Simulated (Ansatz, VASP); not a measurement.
CaO in VASP and in Ansatz

```
Ca O
1.0
     0.00000    2.40356    2.40356
     2.40356    0.00000    2.40356
     2.40356    2.40356    0.00000
Ca O
1 1
Direct
  0.00000 0.00000 0.00000
  0.50000 0.50000 0.50000
```

The cell is a database's computed one.

Alike in both runs: task single point; functional HSE(alpha, omega); k mesh 5 × 5 × 5; occupations fermi-dirac, width 0.05 eV; no spin polarisation.

|  | VASP | Ansatz |
| --- | --- | --- |
| version | VASP 6.6.1 | Ansatz 0.2.0 |
| potentials or method | VASP PAW PBE potentials, release 64 (Ca_sv, O) | Ansatz PAW |
| plane-wave cutoff (eV) | 520 | 420 |
| valence electrons in the cell | 16 | 16 |

```tsv
	VASP	Ansatz	Ansatz less VASP
gap on the k mesh at the Fermi level (eV)	6.59	6.60	+0.014
least direct gap on the mesh (eV)	7.03	7.04	+0.013
pressure (GPa)	-1.2	-2.0	-0.78
```

Caveats: the k mesh is coarse (spacing up to 0.45 Å⁻¹), so the values aren't converged, least of all with exact exchange; the PAW data sets were made with another functional, which shifts forces and pressure a little (VASP); an odd mesh through Γ misses points on the zone boundary, where band edges often lie (VASP); odd divisions of the mesh miss points on the zone boundary, where band edges often lie, so the gap on the mesh can be too wide (Ansatz); the PAW data sets come from PBE, with cores solved anew for the run's functional, which leaves a small shift of forces and pressure (Ansatz); the thresholds are loose for stress (Ansatz).
